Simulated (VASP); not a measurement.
Write the native input for VASP 6.6.1 that does the following.

* Task: electrostatic potential
* Functional: r2SCAN
* Dispersion: rVV10
* Potentials or basis: VASP PAW PBE potentials, release 64 (Sc_sv)
* Cutoff: 520 eV
* k mesh: 14 × 14 × 8
* Occupations: methfessel-paxton, width 0.1 eV
* Spin: no spin polarisation
* Further INCAR settings: ALGO = Normal; EDIFF = 1e-07

The structure of Sc lies in POSCAR:

```
Sc                                      
1.0
    3.3216845593      0.0000000000      0.0000000000
   -1.6608422797      2.8766632113     -0.0000000000
   -0.0000000000      0.0000000000      5.1811199748
  Sc            
     2
Direct
     0.3333333300000021    0.6666666699999979    0.2500000000000000
     0.6666666699999979    0.3333333300000021    0.7500000000000000
```

The cell was built by a generator and needn't be a form met in nature.

These files were run (other wordings do the same):

INCAR

```
  PREC = Accurate
  ENCUT = 520
  EDIFF = 1E-7
  ISMEAR = 1
  SIGMA = 0.1
  LREAL = F
  LASPH = T
  NELM = 80
  ALGO = Normal
  ISIF = 2
  LWAVE = F
  LCHARG = T
  METAGGA = R2SCAN
  LMIXTAU = T
  LUSE_VDW = T
  IVDW_NL = 2
  BPARAM = 11.95
  CPARAM = 0.0093
  LVHAR = T
```

KPOINTS

```
regular mesh
0
Gamma
  14 14 8
```

Potentials or basis: VASP PAW PBE potentials, release 64 (Sc_sv).

Launch:

```sh
$ cat potpaw_PBE.64/Sc_sv/POTCAR > POTCAR
$ mpirun -np 1 vasp_std > vasp.out
```

It gave:

```yaml
Pressure: 0.0 GPa
Band_gap_on_the_k_mesh: none (metal or under the smearing width)
```

Caveat: the PAW data sets were made with another functional, which shifts forces and pressure a little.

It took 5.8 min on 1 thread of Intel(R) Xeon(R) 6975P-C (Granite Rapids), with other jobs on the host, peak memory 0.35 GiB.
